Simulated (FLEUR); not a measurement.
Te2Mo:

```
Te Mo
1.0
     3.51820    0.00000    0.00000
    -1.75910    3.04685    0.00000
     0.00000    0.00000   13.97360
Te Mo
4 2
Direct
  0.66667 0.33333 0.37900
  0.33333 0.66667 0.87900
  0.66667 0.33333 0.12100
  0.33333 0.66667 0.62100
  0.66667 0.33333 0.75000
  0.33333 0.66667 0.25000
```

Base run:

```yaml
Program: FLEUR MaX-R8.1 (later development tree)
Functional: r2SCAN
Potentials_or_basis: all-electron
Basis: FLAPW
Kmax: 4.36 1/bohr
k_mesh: 9 × 9 × 2
Occupations: fermi-dirac, width 0.05 eV
Spin: no spin polarisation
```

Its results: band gap on the k mesh 0.89 eV, indirect (least direct gap 1.13 eV).

**Question.** The run is repeated on the same cell with these changes: functional from r2SCAN to PBEsol. What comes out?

**Answer.** Band gap on the k mesh 0.76 eV, indirect (least direct gap 1.04 eV).

r2SCAN gives the wider gap, since meta-GGAs in the generalised Kohn-Sham scheme recover part of the derivative discontinuity.

Caveats: spin-orbit coupling is left out, which moves the levels of the heavy elements; the meta-GGA is that of a development version, with a GGA for the radial functions and cores and without core tails (some runs).

A k mesh can miss the band edges.
